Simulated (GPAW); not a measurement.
**How the form of the self-energy moves the gap of KCl (Sylvite)**

How much does the gap of KCl (Sylvite) depend on the approximation to the self-energy?

Calculated with GPAW 26.7.0; PBE and many-body steps on it, plane waves.

### 1. The starting structure

It takes space group Fm-3m (No. 225, cubic). Conventional cell: a = 6.293 Å, b = 6.293 Å, c = 6.293 Å, α = 90.00°, β = 90.00°, γ = 90.00°. K has 6 Cl at 3.15 Å nearest. Nearest to Cl lie 6 K at 3.15 Å. Farther neighbours and most contacts between anions are not listed.

Coordinates:

```
K Cl
1.0
     0.00000    3.14647    3.14647
     3.14647    0.00000    3.14647
     3.14647    3.14647    0.00000
K Cl
1 1
Direct
  0.00000 0.00000 0.00000
  0.50000 0.50000 0.50000
```

The cell and positions come from the Crystallography Open Database and are kept as given unless a step says otherwise.

### 2. Empty states on the mesh, 4×4×4 mesh, 745 bands

This step: GPAW 26.7.0; DFT, PBE, plane waves, PAW.

The sums over transitions need many empty states on a uniform mesh; this step solves for them.

Contents of run.py:

```python
import json
import numpy as np
from gpaw.mpi import world
from gpaw import GPAW

calc = GPAW('gs.gpw').fixed_density(kpts={'size': (4, 4, 4), 'gamma': True},
    parallel={'domain': 1, 'band': 1},
    txt='nscf.txt')
calc.diagonalize_full_hamiltonian(nbands=745)
calc.write('full.gpw', mode='all')
res = {}
kpts = calc.get_ibz_k_points()
res['kpts'] = kpts
res['eigenvalues'] = [calc.get_eigenvalues(kpt=k) for k in range(len(kpts))]
res['n_electrons'] = calc.get_number_of_electrons()

if world.rank == 0:
    with open('result.json', 'w') as f:
        json.dump(res, f, default=lambda x: x.tolist())
```

Command:

```console
$ mpirun -n 4 gpaw python run.py
```

Numbers of over 12 decimals in the logs are rounded to 6 here.

The program printed:

```text
Diagonalizing LCAO Hamiltonian
Converting LCAO to pw mode
convergence criteria:
- Maximum integral of absolute [eigenst]ate change: 4e-08 eV^2 / valence electron
maximum number of iterations: 100

SCF iterations
|iter     |     time |      energy | eigst |  dens |
|iter:   1|  |             | +1.70 |       |
|iter:   2|  |             | +0.77 |       |
|iter:   3|  |             | -0.09 |       |
[...]
|iter:  28|  |             | -7.15 |       |
|iter:  29|  |             | -7.31 |       |
|iter:  30|  |             | -7.48c|       |
SCF steps: 30
  __  _  _
 | _ |_)|_||  |
 |__||  | ||/\| - 26.7.0

Input parameters:
  mode=PW(ecut=450.000000),
  convergence={'density': 1e-06, 'bands': -3},
  gpts=array([24, 24, 24]),
  kpts=MonkhorstPack(size=(4, 4, 4), gamma=True),
  maxiter=100,
  nbands=15,
  occupations=Occupations(name='fermi-dirac', width=0.001, fixmagmom=False),
  parallel={'domain': 1, 'band': 1},
  xc=XC(name='PBE')
Matrix size: 1363x1363
# Writing to full.gpw (mode='all')
  [... matrices ...]

timing:  # [seconds]
  Total: 7.671  # ━━━━━━━━━━━━━━━━━━━━━━━━━━━━━━━━━━━━━━━━━━━━━━━━━━━━━━━━━━━
```

Elapsed: 13 s, on 4 MPI ranks of Arm Neoverse V1, shared host; peak memory 1.3 GiB; 51 s of CPU time.

Numbers from this step:

```
gap                                                           : 5.194 eV
k of the valence top                                          : 0, 0, 0
k of the conduction bottom                                    : 0, 0, 0
least direct gap                                              : 5.194 eV
k points computed                                             : 8
lowest point of the top converged band, above the valence top : 294.7274 eV
```

On this mesh the gap is 5.194 eV.

### 3. G0W0, Godby-Needs plasmon pole

G0W0 replaces the xc potential by the self-energy, built once from these orbitals. Only a window of levels is corrected, while the sums run over the empty bands that the input names.

This step: G0W0 on PBE, plane waves, PAW.

Contents of run.py:

```python
import json
import numpy as np
from gpaw.mpi import world
from gpaw.response.g0w0 import G0W0

gw = G0W0('full.gpw',
    filename='gw',
    kpts=[0],
    bands=(6, 10),
    ecut=180,
    nbands=341,
    integrate_gamma='WS',
    ppa=True)
gw.calculate()
res = {mode: {k: v for k, v in r.items() if k != 'sigma_eskwn'}
       for mode, r in gw.all_results.items()}

if world.rank == 0:
    with open('result.json', 'w') as f:
        json.dump(res, f, default=lambda x: x.tolist())
```

Command:

```console
$ mpirun -n 4 gpaw python run.py
```

The program printed:

```text
Using integrator: PointIntegrator
FrequencyGridDescriptor(from 0.000+0.000j to 0.000+27.211j eV, 2 points)
Nonperiodic BCs:  [False False False]
Using integrator: PointIntegrator
FrequencyGridDescriptor(from 0.000+0.000j to 0.000+27.211j eV, 2 points)
Nonperiodic BCs:  [False False False]
  ___  _ _ _
 |   || | | |
 | | || | | |
 |__ ||_____|
 |___|

BZ k-points: Symmetries present (total): 48

  [... matrices ...]
64 k-points: 4 x 4 x 4 Monkhorst-Pack grid + [1/8,1/8,1/8]
8 k-points in the irreducible part of the Brillouin zone
       k-points in crystal coordinates                weights
   0:     0.00000000    0.00000000    0.00000000          1/64
   1:     0.25000000    0.25000000    0.00000000          6/64
   2:     0.25000000    0.25000000    0.25000000          8/64
   3:     0.50000000    0.25000000   -0.25000000          6/64
   4:     0.50000000    0.25000000    0.25000000         12/64
   5:     0.50000000    0.50000000    0.00000000          3/64
   6:     0.50000000    0.50000000    0.25000000         24/64
   7:     0.50000000    0.50000000    0.50000000          4/64

Distributing spins, k-points and bands (1 x 1 x 4) over 4 processes
Number of blocks: 1

Quasi particle states:
k-points (IBZ indices): [0]
Band range: (6, 10)
  [... matrices ...]
Computational parameters:
Plane wave cut-off: 180 eV
Number of bands: 341
Coulomb cutoff: None
Broadening: 0.1 eV

fxc modes: GW
Kernel: RPA
Using Godby-Needs plasmon-pole approximation:
  Fitting energy: i*E0, E0 = 1.000 Hartree
Summing all q:

Calculating screened Coulomb potential
No Coulomb truncation
FrequencyGridDescriptor(from 0.000+0.000j to 0.000+27.211j eV, 2 points)
Removing empty qpoint cache files...

Calculating chi0 body with:
    Ground state adapter containing:
    Number of spins: 1
    Number of kpoints: 64
    Number of irreducible kpoints: 8
    Number of completely occupied states: 8
    Number of partially occupied states: 8
    Occupied states memory: 1.6875 M / cpu

    Linear response parametrization:
    q_c: [0.0, 0.0, 0.0]
    Number of frequency points: 2
    Planewave cutoff: 180.0
    Number of bands: 341
    Number of planewaves: 331
    Broadening (eta): 1e-06
    comm.size: 4
    kncomm.size: 4
    blockcomm.size: 1

    Memory estimate of potentially large arrays:
        chi0_wGG: 3.343536 M / cpu
Integrating chi0 body.

Symmetries of q_c:
    Direct symmetries (Uq -> q): 48
    Indirect symmetries (TUq -> q): 0
In total 48 allowed symmetries.

  [... matrices ...]
8 groups of equivalent kpoints. 87.5% reduction.

Integral kind: response function
Integrating chi0 head and wings.

Symmetries of q_c:
    Direct symmetries (Uq -> q): 48
    Indirect symmetries (TUq -> q): 0
In total 48 allowed symmetries.

  [... matrices ...]
8 groups of equivalent kpoints. 87.5% reduction.

Integral kind: response function wings

Calculating chi0 body with:
    Ground state adapter containing:
    Number of spins: 1
    Number of kpoints: 64
    Number of irreducible kpoints: 8
    Number of completely occupied states: 8
    Number of partially occupied states: 8
    Occupied states memory: 1.6875 M / cpu

    Linear response parametrization:
[... the further q-points ...]

Results:
f:      Occupation numbers
eps:     KS-eigenvalues [eV]
vxc:     KS vxc [eV]
exx:     Exact exchange [eV]
sigma:   Self-energies [eV]
dsigma:  Self-energy derivatives
Z:       Renormalization factors
qp:      QP-energies [eV]

k-point 0 (0): (0.000, 0.000, 0.000)                GW
band       f     eps     vxc     exx   sigma  dsigma       Z      qp
                                                                   GW
   6   1.000  -0.329 -16.355 -20.768   1.713  -0.226   0.816  -2.532
   7   1.000  -0.329 -16.355 -20.768   1.713  -0.226   0.816  -2.532
   8   0.000   4.865  -7.907  -4.229  -2.948  -0.138   0.878   5.506
   9   0.000   8.030  -9.268  -4.312  -3.103  -0.143   0.875   9.652
```

Run time: 2 min. Hardware: 4 MPI ranks; peak memory 1.6 GiB; 8.1 min of CPU time.

This step gave:

```
G0W0 gap on the points computed              : 8.038 eV
least direct G0W0 gap on the computed points : 8.038 eV
Z at the valence top                         : 0.8160
Z at the conduction bottom                   : 0.8785
starting gap on the mesh                     : 5.194 eV
k of the valence top                         : 0, 0, 0
k of the conduction bottom                   : 0, 0, 0
```

The gap on the mesh goes from 5.19 eV to 8.04 eV, a correction of +2.84 eV.

### 4. One-shot HSE06

This step: one-shot HSE06 levels on PBE orbitals, plane waves, PAW.

Contents of run.py:

```python
import json
import numpy as np
from gpaw.mpi import world
from gpaw.hybrids.eigenvalues import non_self_consistent_eigenvalues

dft, vxc, vxc_hyb = non_self_consistent_eigenvalues('full.gpw', 'HSE06', 6, 10, kpt_indices=[0])
res = {'dft': dft[0], 'hybrid': (dft - vxc + vxc_hyb)[0]}
if world.rank == 0:
    with open('hybrid.txt', 'w') as f:
        for k, e0, e1 in zip([0], res['dft'], res['hybrid']):
            print(k, ' '.join(f'{x:9.4f}' for x in e0), '|', ' '.join(f'{x:9.4f}' for x in e1), file=f)

if world.rank == 0:
    with open('result.json', 'w') as f:
        json.dump(res, f, default=lambda x: x.tolist())
```

Command:

```console
$ mpirun -n 4 gpaw python run.py
```

The program printed:

```text
IBZ(<points: 8, symmetries: 48>)
Occupied bands: 8
Transforming wave functions from IBZ to BZ: 0.026 seconds
Distributing wave functions and iFFT-ing to real space: 0.126 seconds
Calculating eigenvalues:
  k-points: 1
  Bands: 6-9 (inclusive)
  Seconds: 0.204 (wave-function broadcasting: 0.004 seconds)
HSE06-eigenvalue shifts:
  min: -1.034 eV
  ave: -0.320 eV
  max: 0.545 eV
```

Elapsed: 3.4 s, on 4 MPI ranks; peak memory 0.48 GiB; 13 s of CPU time.

This step gave:

```
starting gap on the mesh                       : 5.194 eV
hybrid gap on the mesh                         : 6.471 eV
least direct hybrid gap on the computed points : 6.471 eV
```

### 5. G0W0, extrapolated in the cutoff

This step: G0W0 on PBE, plane waves, PAW.

Contents of run.py:

```python
import json
import numpy as np
from gpaw.mpi import world
from gpaw.response.g0w0 import G0W0

gw = G0W0('full.gpw',
    filename='gw',
    kpts=[0],
    bands=(6, 10),
    ecut=300.0,
    integrate_gamma='WS',
    ppa=True,
    ecut_extrapolation=True)
gw.calculate()
res = {mode: {k: v for k, v in r.items() if k != 'sigma_eskwn'}
       for mode, r in gw.all_results.items()}

if world.rank == 0:
    with open('result.json', 'w') as f:
        json.dump(res, f, default=lambda x: x.tolist())
```

Command:

```console
$ mpirun -n 4 gpaw python run.py
```

The program printed:

```text
Using integrator: PointIntegrator
FrequencyGridDescriptor(from 0.000+0.000j to 0.000+27.211j eV, 2 points)
Nonperiodic BCs:  [False False False]
Using integrator: PointIntegrator
FrequencyGridDescriptor(from 0.000+0.000j to 0.000+27.211j eV, 2 points)
Nonperiodic BCs:  [False False False]
  ___  _ _ _
 |   || | | |
 | | || | | |
 |__ ||_____|
 |___|

BZ k-points: Symmetries present (total): 48

  [... matrices ...]
64 k-points: 4 x 4 x 4 Monkhorst-Pack grid + [1/8,1/8,1/8]
8 k-points in the irreducible part of the Brillouin zone
       k-points in crystal coordinates                weights
   0:     0.00000000    0.00000000    0.00000000          1/64
   1:     0.25000000    0.25000000    0.00000000          6/64
   2:     0.25000000    0.25000000    0.25000000          8/64
[...]
6:     0.50000000    0.50000000    0.25000000         24/64
   7:     0.50000000    0.50000000    0.50000000          4/64

Distributing spins, k-points and bands (1 x 1 x 4) over 4 processes
Number of blocks: 1

Quasi particle states:
k-points (IBZ indices): [0]
Band range: (6, 10)
  [... matrices ...]
Computational parameters:
Extrapolating to infinite plane wave cut-off using points at:
  258.532 eV
  277.345 eV
  300.000 eV
Number of bands: 735
Coulomb cutoff: None
Broadening: 0.1 eV

fxc modes: GW
Kernel: RPA
Using Godby-Needs plasmon-pole approximation:
  Fitting energy: i*E0, E0 = 1.000 Hartree
Summing all q:

Calculating screened Coulomb potential
No Coulomb truncation
FrequencyGridDescriptor(from 0.000+0.000j to 0.000+27.211j eV, 2 points)
Removing empty qpoint cache files...

Calculating chi0 body with:
    Ground state adapter containing:
    Number of spins: 1
    Number of kpoints: 64
    Number of irreducible kpoints: 8
    Number of completely occupied states: 8
    Number of partially occupied states: 8
    Occupied states memory: 1.6875 M / cpu

    Linear response parametrization:
    q_c: [0.0, 0.0, 0.0]
    Number of frequency points: 2
    Planewave cutoff: 300.0
    Number of bands: 735
    Number of planewaves: 725
    Broadening (eta): 1e-06
    comm.size: 4
    kncomm.size: 4
    blockcomm.size: 1

    Memory estimate of potentially large arrays:
        chi0_wGG: 16.040802 M / cpu
Integrating chi0 body.

Symmetries of q_c:
    Direct symmetries (Uq -> q): 48
    Indirect symmetries (TUq -> q): 0
In total 48 allowed symmetries.

  [... matrices ...]
8 groups of equivalent kpoints. 87.5% reduction.

Integral kind: response function
Integrating chi0 head and wings.

Symmetries of q_c:
    Direct symmetries (Uq -> q): 48
    Indirect symmetries (TUq -> q): 0
In total 48 allowed symmetries.

  [... matrices ...]
8 groups of equivalent kpoints. 87.5% reduction.

Integral kind: response function wings

Calculating chi0 body with:
    Ground state adapter containing:
    Number of spins: 1
    Number of kpoints: 64
    Number of irreducible kpoints: 8
    Number of completely occupied states: 8
    Number of partially occupied states: 8
    Occupied states memory: 1.6875 M / cpu

    Linear response parametrization:
[... the further q-points ...]
Extrapolating selfenergy to infinite energy cutoff:
  Performing linear fit to 3 points
  Minimum R^2 = 0.9672. (R^2 Should be close to 1)
  [... matrices ...]
Results:
f:      Occupation numbers
eps:     KS-eigenvalues [eV]
vxc:     KS vxc [eV]
exx:     Exact exchange [eV]
sigma:   Self-energies [eV]
dsigma:  Self-energy derivatives
Z:       Renormalization factors
qp:      QP-energies [eV]

k-point 0 (0): (0.000, 0.000, 0.000)                GW
band       f     eps     vxc     exx   sigma  dsigma       Z      qp
                                                                   GW
   6   1.000  -0.329 -16.355 -20.768   1.460  -0.227   0.815  -2.734
   7   1.000  -0.329 -16.355 -20.768   1.460  -0.227   0.815  -2.734
   8   0.000   4.865  -7.907  -4.229  -3.038  -0.139   0.878   5.426
   9   0.000   8.030  -9.268  -4.312  -3.190  -0.144   0.874   9.574
```

The job ended after 25 min (4 MPI ranks; peak memory 2.5 GiB; 1.7 h of CPU time).

Numbers from this step:

| Item | Value |
| --- | --- |
| quasiparticle gap on the points computed | 8.161 eV |
| least direct quasiparticle gap on the computed points | 8.161 eV |
| Z at the valence top | 0.8148 |
| Z at the conduction bottom | 0.8780 |
| starting gap on the mesh | 5.194 eV |
| k of the valence top | 0, 0, 0 |
| k of the conduction bottom | 0, 0, 0 |
| gaps at the cutoffs of the extrapolation | 8.091, 8.098, 8.105 eV |

Against G0W0 in GPAW (4×4×4 mesh, 341 bands, screening to 180 eV, Godby-Needs plasmon pole), the gap moves by +0.123 eV.

### 6. One-shot PBE0

This step: one-shot PBE0 levels on PBE orbitals, plane waves, PAW.

Contents of run.py:

```python
import json
import numpy as np
from gpaw.mpi import world
from gpaw.hybrids.eigenvalues import non_self_consistent_eigenvalues

dft, vxc, vxc_hyb = non_self_consistent_eigenvalues('full.gpw', 'PBE0', 6, 10, kpt_indices=[0])
res = {'dft': dft[0], 'hybrid': (dft - vxc + vxc_hyb)[0]}
if world.rank == 0:
    with open('hybrid.txt', 'w') as f:
        for k, e0, e1 in zip([0], res['dft'], res['hybrid']):
            print(k, ' '.join(f'{x:9.4f}' for x in e0), '|', ' '.join(f'{x:9.4f}' for x in e1), file=f)

if world.rank == 0:
    with open('result.json', 'w') as f:
        json.dump(res, f, default=lambda x: x.tolist())
```

Command:

```console
$ mpirun -n 4 gpaw python run.py
```

The program printed:

```text
IBZ(<points: 8, symmetries: 48>)
Occupied bands: 8
Transforming wave functions from IBZ to BZ: 0.025 seconds
Distributing wave functions and iFFT-ing to real space: 0.131 seconds
Calculating eigenvalues:
  k-points: 1
  Bands: 6-9 (inclusive)
  Seconds: 0.310 (wave-function broadcasting: 0.004 seconds)
HSE06-eigenvalue shifts:
  min: -1.434 eV
  ave: -0.326 eV
  max: 0.945 eV
```

It took 3.4 s on 4 MPI ranks; peak memory 0.47 GiB.

This step gave:

```
starting gap on the mesh                       : 5.194 eV
hybrid gap on the mesh                         : 7.248 eV
least direct hybrid gap on the computed points : 7.248 eV
```

### 7. G0W0, full frequency, Hilbert transform

This step: G0W0 on PBE, plane waves, PAW.

Contents of run.py:

```python
import json
import numpy as np
from gpaw.mpi import world
from gpaw.response.g0w0 import G0W0

gw = G0W0('full.gpw',
    filename='gw',
    kpts=[0],
    bands=(6, 10),
    ecut=180,
    nbands=341,
    integrate_gamma='WS',
    frequencies={'type': 'nonlinear', 'domega0': 0.1, 'omega2': 15.0},
    eta=0.1,
    nblocksmax=True)
gw.calculate()
res = {mode: {k: v for k, v in r.items() if k != 'sigma_eskwn'}
       for mode, r in gw.all_results.items()}

if world.rank == 0:
    with open('result.json', 'w') as f:
        json.dump(res, f, default=lambda x: x.tolist())
```

Command:

```console
$ mpirun -n 4 gpaw python run.py
```

The program printed:

```text
Using integrator: PointIntegrator
NonLinearFrequencyDescriptor(from 0.000 to 206.046 eV, 309 points)
Nonperiodic BCs:  [False False False]
Using integrator: PointIntegrator
NonLinearFrequencyDescriptor(from 0.000 to 206.046 eV, 309 points)
Nonperiodic BCs:  [False False False]
  ___  _ _ _
 |   || | | |
 | | || | | |
 |__ ||_____|
 |___|

BZ k-points: Symmetries present (total): 48

  [... matrices ...]
64 k-points: 4 x 4 x 4 Monkhorst-Pack grid + [1/8,1/8,1/8]
8 k-points in the irreducible part of the Brillouin zone
       k-points in crystal coordinates                weights
[...]
Results:
f:      Occupation numbers
eps:     KS-eigenvalues [eV]
vxc:     KS vxc [eV]
exx:     Exact exchange [eV]
sigma:   Self-energies [eV]
dsigma:  Self-energy derivatives
Z:       Renormalization factors
qp:      QP-energies [eV]

k-point 0 (0): (0.000, 0.000, 0.000)                GW
band       f     eps     vxc     exx   sigma  dsigma       Z      qp
                                                                   GW
   6   1.000  -0.329 -16.355 -20.768   1.632  -0.205   0.830  -2.636
   7   1.000  -0.329 -16.355 -20.768   1.632  -0.205   0.830  -2.636
   8   0.000   4.865  -7.907  -4.229  -2.935  -0.157   0.864   5.507
   9   0.000   8.030  -9.268  -4.312  -3.100  -0.167   0.857   9.620
```

Elapsed: 6.6 min, on 4 MPI ranks; peak memory 4 GiB; 26 min of CPU time.

Numbers from this step:

| Item | Value |
| --- | --- |
| G0W0 gap on the points computed | 8.143 eV |
| least direct G0W0 gap on the computed points | 8.143 eV |
| starting gap on the mesh | 5.194 eV |
| k of the valence top | 0, 0, 0 |
| k of the conduction bottom | 0, 0, 0 |

Against G0W0 in GPAW (4×4×4 mesh, 341 bands, screening to 180 eV, Godby-Needs plasmon pole), the gap moves by +0.105 eV.

### 8. The runs together

Times are wall times on 4 MPI ranks of Arm Neoverse V1, shared host, good to a factor of about two.

| run | mesh | bands | screening cutoff (eV) | DFT gap (eV) | gap on the mesh (eV) | direct (eV) | time |
| --- | --- | --- | --- | --- | --- | --- | --- |
| G0W0, Godby-Needs plasmon pole | 4×4×4 | 341 | 180 | 5.194 | 8.038 | 8.038 | 2 min |
| one-shot HSE06 | 4×4×4 | - | - | 5.194 | 6.471 | 6.471 | 3.4 s |
| G0W0, extrapolated in the cutoff | 4×4×4 | - | 300 | 5.194 | 8.161 | 8.161 | 25 min |
| one-shot PBE0 | 4×4×4 | - | - | 5.194 | 7.248 | 7.248 | 3.4 s |
| G0W0, full frequency, Hilbert transform | 4×4×4 | 341 | 180 | 5.194 | 8.143 | 8.143 | 6.6 min |

### 9. Summary of results

* G0W0, Godby-Needs plasmon pole: 8.038 eV
* one-shot HSE06: 6.471 eV
* G0W0, extrapolated in the cutoff: 8.161 eV
* one-shot PBE0: 7.248 eV
* G0W0, full frequency, Hilbert transform: 8.143 eV
* known limits: not at the basis limit

One-shot HSE06: −1.567 eV against G0W0, Godby-Needs plasmon pole. G0W0, extrapolated in the cutoff: +0.123 eV against G0W0, Godby-Needs plasmon pole, at other bands or cutoff, so not like for like. One-shot PBE0: −0.790 eV against G0W0, Godby-Needs plasmon pole. G0W0, full frequency, Hilbert transform: +0.105 eV against G0W0, Godby-Needs plasmon pole. One-shot hybrid levels are evaluated on the PBE orbitals. Bands and cutoff are finite, so the gap is not at the basis limit. The miss can reach some tenths of an eV and take either sign; the mesh is an error of its own. These stock PAW sets were not made for GW. In the G0W0 runs levels were corrected at 1 k point alone, so a gap called «on the mesh» is the least over those, and an edge elsewhere would be missed.

[Paths, hosts, dates, memory and timing lines, banners, echoed tables and standing remarks are left out of the program output.]

[Logs are printed without paths, hosts, clocks, repeated set-up lines and the standing remarks that a program may print on its own settings, such as how far it seeks lower states.]

[Runs of the session that timed out or met a known fault of the program may be left out.]

[Hosts, paths, dates, database ids (printed as entryN), source tags and the programs' standing remarks are cut or masked in the printed files.]
